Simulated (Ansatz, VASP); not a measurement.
**Two plane-wave programs on Ta2C**

```
CELL_PARAMETERS angstrom
3.10590 0.00000 0.00000
-1.55295 2.68979 0.00000
0.00000 0.00000 4.94640
ATOMIC_POSITIONS crystal
Ta 0.33333 0.66667 0.25201
Ta 0.66667 0.33333 0.74799
C 0.00000 0.00000 0.00000
```

Alike in both runs: task single point; functional PBEsol; k mesh 6 × 6 × 4; occupations gaussian, width 0.1 eV; no spin polarisation.

|  | VASP | Ansatz |
| --- | --- | --- |
| version | VASP 6.6.1 | Ansatz 0.2.0 |
| potentials or method | VASP PAW PBE potentials, release 64 (Ta_pv, C) | scalar-relativistic, plane waves, PAW |
| plane-wave cutoff (eV) | 520 | 420 |
| valence electrons in the cell | 26 | 30 |

VASP gave:

```
gap on the k mesh at the Fermi level (eV)       : none
pressure (GPa)                                  : -2.8
largest component of the traceless stress (GPa) : 0.27
rms of the force components (eV/Å)              : 0.147
```

Problem. What did Ansatz give for the same quantities?

Solution. gap on the k mesh at the Fermi level (eV): none; pressure (GPa): -3.3; largest component of the traceless stress (GPa): 0.25; rms of the force components (eV/Å): 0.126.

Atom by atom the forces differ by 0.021 eV/Å (rms over components). A gap of «none» marks a metal or a gap that the smearing closes. With one functional, cell and mesh, what is left measures potentials, basis and numerics. The two sets of potentials don't hold the same shells in valence.

Caveats: the k mesh is coarse (spacing up to 0.39 Å⁻¹), so the values aren't converged; the PAW data sets were made with another functional, which shifts forces and pressure a little (VASP). The runs have no spin-orbit coupling, so splittings on Ta are missing.
